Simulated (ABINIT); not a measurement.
BAs:

```
As B
1.0
     0.00000    2.38850    2.38850
     2.38850    0.00000    2.38850
     2.38850    2.38850    0.00000
As B
1 1
Direct
  0.75000 0.75000 0.75000
  0.00000 0.00000 0.00000
```

Base run:

* Program: ABINIT 10.8.3 (patched build)
* Functional: TB-mBJ
* Potentials or basis: JTH PAW PBE v2.0
* Cutoff: 490 eV
* k mesh: 10 × 10 × 10
* Occupations: fermi-dirac, width 0.05 eV
* Spin: no spin polarisation

Its results: band gap on the k mesh 1.72 eV, indirect (least direct gap 3.77 eV).

Task: The run is repeated on the same cell with these changes: functional from TB-mBJ to RPBE. What comes out?

Result: Band gap on the k mesh 1.21 eV, indirect (least direct gap 3.27 eV).

Caveats: the constant c of TB-mBJ comes from the pseudo density here, which moves gaps by up to 0.3 eV between sets of potentials (some runs).
